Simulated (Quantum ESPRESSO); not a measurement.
Input of a Quantum ESPRESSO 7.5 run:

The input pw.in:

```
&CONTROL
  calculation = 'scf'
  prefix = 'pwscf'
  outdir = './tmp'
  pseudo_dir = './pseudo'
  tprnfor = .true.
  tstress = .true.
  disk_io = 'low'
/
&SYSTEM
  ibrav = 0
  nat = 2
  ntyp = 2
  ecutwfc = 84
  nbnd = 21
  occupations = 'smearing'
  smearing = 'fd'
  degauss = 0.00367493
/
&ELECTRONS
  conv_thr = 4d-10
  electron_maxstep = 120
  mixing_beta = 0.5
/
ATOMIC_SPECIES
As    74.9216 As.upf
Ga    69.7230 Ga.upf
CELL_PARAMETERS angstrom
   0.0000000000    2.8268500000    2.8268500000
   2.8268500000    0.0000000000    2.8268500000
   2.8268500000    2.8268500000    0.0000000000
ATOMIC_POSITIONS angstrom
As     4.2402750000    4.2402750000    4.2402750000
Ga     0.0000000000    0.0000000000    0.0000000000
K_POINTS automatic
8 8 8 0 0 0
```

Contents of pp_density.in:

```
&INPUTPP
  prefix = 'pwscf'
  outdir = './tmp'
  filplot = 'density.dat'
  plot_num = 0
/
&PLOT
  nfile = 1
  filepp(1) = 'density.dat'
  iflag = 3
  output_format = 6
  fileout = 'density.cube'
/
```

File pp_potential.in:

```
&INPUTPP
  prefix = 'pwscf'
  outdir = './tmp'
  filplot = 'potential.dat'
  plot_num = 11
/
&PLOT
  nfile = 1
  filepp(1) = 'potential.dat'
  iflag = 3
  output_format = 6
  fileout = 'potential.cube'
/
```

Contents of pp_elf.in:

```
&INPUTPP
  prefix = 'pwscf'
  outdir = './tmp'
  filplot = 'elf.dat'
  plot_num = 8
/
&PLOT
  nfile = 1
  filepp(1) = 'elf.dat'
  iflag = 3
  output_format = 6
  fileout = 'elf.cube'
/
```

bands.in

```
&CONTROL
  calculation = 'bands'
  prefix = 'pwscf'
  outdir = './tmp'
  pseudo_dir = './pseudo'
  disk_io = 'low'
  verbosity = 'high'
/
&SYSTEM
  ibrav = 0
  nat = 2
  ntyp = 2
  ecutwfc = 84
  nbnd = 21
  occupations = 'smearing'
  smearing = 'fd'
  degauss = 0.00367493
/
&ELECTRONS
  conv_thr = 1d-08
  electron_maxstep = 120
  mixing_beta = 0.5
  diago_full_acc = .true.
/
ATOMIC_SPECIES
As    74.9216 As.upf
Ga    69.7230 Ga.upf
CELL_PARAMETERS angstrom
   0.0000000000    2.8268500000    2.8268500000
   2.8268500000    0.0000000000    2.8268500000
   2.8268500000    2.8268500000    0.0000000000
ATOMIC_POSITIONS angstrom
As     4.2402750000    4.2402750000    4.2402750000
Ga     0.0000000000    0.0000000000    0.0000000000
K_POINTS crystal
60
 0.0000000000  0.0000000000  0.0000000000 1
 0.0625000000  0.0000000000  0.0625000000 1
 0.1250000000  0.0000000000  0.1250000000 1
 0.1875000000  0.0000000000  0.1875000000 1
 0.2500000000  0.0000000000  0.2500000000 1
 0.3125000000  0.0000000000  0.3125000000 1
 0.3750000000  0.0000000000  0.3750000000 1
 0.4375000000  0.0000000000  0.4375000000 1
 0.5000000000  0.0000000000  0.5000000000 1
 0.5000000000  0.0625000000  0.5625000000 1
 0.5000000000  0.1250000000  0.6250000000 1
 0.5000000000  0.1875000000  0.6875000000 1
 0.5000000000  0.2500000000  0.7500000000 1
 0.4375000000  0.3125000000  0.7500000000 1
 0.3750000000  0.3750000000  0.7500000000 1
 0.3375000000  0.3375000000  0.6750000000 1
 0.3000000000  0.3000000000  0.6000000000 1
 0.2625000000  0.2625000000  0.5250000000 1
 0.2250000000  0.2250000000  0.4500000000 1
 0.1875000000  0.1875000000  0.3750000000 1
 0.1500000000  0.1500000000  0.3000000000 1
 0.1125000000  0.1125000000  0.2250000000 1
 0.0750000000  0.0750000000  0.1500000000 1
 0.0375000000  0.0375000000  0.0750000000 1
 0.0000000000  0.0000000000  0.0000000000 1
 0.0625000000  0.0625000000  0.0625000000 1
 0.1250000000  0.1250000000  0.1250000000 1
 0.1875000000  0.1875000000  0.1875000000 1
 0.2500000000  0.2500000000  0.2500000000 1
 0.3125000000  0.3125000000  0.3125000000 1
 0.3750000000  0.3750000000  0.3750000000 1
 0.4375000000  0.4375000000  0.4375000000 1
 0.5000000000  0.5000000000  0.5000000000 1
 0.5250000000  0.4500000000  0.5250000000 1
 0.5500000000  0.4000000000  0.5500000000 1
 0.5750000000  0.3500000000  0.5750000000 1
 0.6000000000  0.3000000000  0.6000000000 1
 0.6250000000  0.2500000000  0.6250000000 1
 0.5833333333  0.2500000000  0.6666666667 1
 0.5416666667  0.2500000000  0.7083333333 1
 0.5000000000  0.2500000000  0.7500000000 1
 0.5000000000  0.2857142857  0.7142857143 1
 0.5000000000  0.3214285714  0.6785714286 1
 0.5000000000  0.3571428571  0.6428571429 1
 0.5000000000  0.3928571429  0.6071428571 1
 0.5000000000  0.4285714286  0.5714285714 1
 0.5000000000  0.4642857143  0.5357142857 1
 0.5000000000  0.5000000000  0.5000000000 1
 0.4821428571  0.4821428571  0.5357142857 1
 0.4642857143  0.4642857143  0.5714285714 1
 0.4464285714  0.4464285714  0.6071428571 1
 0.4285714286  0.4285714286  0.6428571429 1
 0.4107142857  0.4107142857  0.6785714286 1
 0.3928571429  0.3928571429  0.7142857143 1
 0.3750000000  0.3750000000  0.7500000000 1
 0.6250000000  0.2500000000  0.6250000000 1
 0.5937500000  0.1875000000  0.5937500000 1
 0.5625000000  0.1250000000  0.5625000000 1
 0.5312500000  0.0625000000  0.5312500000 1
 0.5000000000  0.0000000000  0.5000000000 1
```

Potentials or basis: PseudoDojo 0.4.1 SR PBE standard.

Launch:

```bash
$ OMP_NUM_THREADS=1 pw.x -in pw.in > pw.out
$ OMP_NUM_THREADS=1 pp.x -in pp_density.in > pp_density.out
$ OMP_NUM_THREADS=1 pp.x -in pp_potential.in > pp_potential.out
$ OMP_NUM_THREADS=1 pp.x -in pp_elf.in > pp_elf.out
$ OMP_NUM_THREADS=1 pw.x -in bands.in > bands.out
```

Task: What does it give for the band gap on the k mesh?

Result: 0.52 eV, direct.

Task: Estimate the pressure.

Result: 3.4 GPa.

Task: What does it give for the band gap along the path?

Result: 0.52 eV, direct.

Levels at the corners of the path, in eV from the valence-band top:
| point | band 10 | band 11 | band 12 | band 13 | band 14 | band 15 | band 16 | band 17 | band 18 | band 19 |
| --- | --- | --- | --- | --- | --- | --- | --- | --- | --- | --- |
| Γ | -14.74 | -12.73 | 0.00 | 0.00 | 0.00 | 0.52 | 3.74 | 3.74 | 3.74 | 7.61 |
| X | -14.72 | -10.23 | -6.81 | -2.67 | -2.67 | 1.47 | 1.66 | 10.18 | 10.18 | 10.98 |
| W | -14.73 | -10.17 | -6.62 | -3.53 | -3.34 | 4.63 | 4.73 | 5.42 | 6.05 | 11.08 |
| K | -14.73 | -10.27 | -6.62 | -3.85 | -2.25 | 1.97 | 4.64 | 7.96 | 8.07 | 8.67 |
| Γ | -14.74 | -12.73 | 0.00 | 0.00 | 0.00 | 0.52 | 3.74 | 3.74 | 3.74 | 7.61 |
| L | -14.73 | -10.97 | -6.63 | -1.14 | -1.14 | 1.00 | 4.65 | 4.65 | 7.77 | 10.41 |
| U | -14.73 | -10.27 | -6.62 | -3.85 | -2.25 | 1.97 | 4.64 | 7.96 | 8.07 | 8.67 |
| W | -14.73 | -10.17 | -6.62 | -3.53 | -3.34 | 4.63 | 4.73 | 5.42 | 6.05 | 11.08 |
| L | -14.73 | -10.97 | -6.63 | -1.14 | -1.14 | 1.00 | 4.65 | 4.65 | 7.77 | 10.41 |
| K | -14.73 | -10.27 | -6.62 | -3.85 | -2.25 | 1.97 | 4.64 | 7.96 | 8.07 | 8.67 |
| U | -14.73 | -10.27 | -6.62 | -3.85 | -2.25 | 1.97 | 4.64 | 7.96 | 8.07 | 8.67 |
| X | -14.72 | -10.23 | -6.81 | -2.67 | -2.67 | 1.47 | 1.66 | 10.18 | 10.18 | 10.98 |

**Measured values to compare with.**

From “Evidence of valence band perturbations in GaAsN/GaAs(001): A combined variable-angle spectroscopic ellipsometry and modulated photoreflectance investigation”, 2008, arxiv:0805.2212, for a bulk crystal of GaAs at 300 K: band gap 1.418 ± 0.005 eV (direct).

Against the measured gap of GaAs, 1.418 eV (direct; 300 K; “Evidence of valence band perturbations in GaAsN/GaAs(001): A combined variable-angle spectroscopic ellipsometry and modulated photoreflectance investigation”, 2008, arxiv:0805.2212), the calculated 0.52 eV is off by -0.90 eV. 3 values of this kind are on record (1.412 to 1.51 eV); this one was drawn at random among those near their median, those with a stated uncertainty first. Spin-orbit coupling on As, Ga is left out. The value is that of PBE, without temperature or zero-point motion. Semilocal functionals fall short of measured gaps as a rule.
